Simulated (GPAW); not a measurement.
Crystal: Ti3Si.

```
Ti Si
1.0
     0.00000    3.14436    3.14436
     3.14436    0.00000    3.14436
     3.14436    3.14436    0.00000
Ti Si
3 1
Cartesian
  0.0000 0.0000 0.0000
  1.5722 1.5722 1.5722
  4.7165 4.7165 4.7165
  3.1444 3.1444 3.1444
```

The cell comes from a database or a generator and needn't be the stable form of this composition.

```yaml
Program: GPAW 26.7.0
Task: relaxation of cell and atoms
Functional: PBEsol
Potentials_or_basis: PAW data sets generated in the run's folder for this functional
Cutoff: 600 eV
Basis: pw
k_mesh: 7 × 7 × 7
Occupations: fermi-dirac, width 0.05 eV
Spin: no spin polarisation
```

At the start: pressure -5.1 GPa; volume 15.54 Å³/atom.

**Question.** How do energy, volume and symmetry change on relaxing?

**Answer.** Over 3 steps the energy falls by 7.0 meV/atom and the volume is 14.94 Å³/atom (-3.9 %); space group Fm-3m (No. 225, to 0.05 Å).

The path:
```csv
step,energy change (eV),largest force (eV/Å),pressure (GPa),volume (Å³)
1,0.0000,0.0000,-5.12,62.18
2,-0.0088,0.0000,-4.45,61.85
3,-0.0279,0.0000,0.19,59.77
```

Final structure:
```xyz
4
Lattice="0.0000 3.1032 3.1032 3.1032 0.0000 3.1032 3.1032 3.1032 0.0000" Properties=species:S:1:pos:R:3 pbc="T T T"
Ti    0.0000    0.0000    0.0000
Ti    1.5516    1.5516    1.5516
Ti    4.6548    4.6548    4.6548
Si    3.1032    3.1032    3.1032
```

Caveat: later steps reuse the first step's grids.
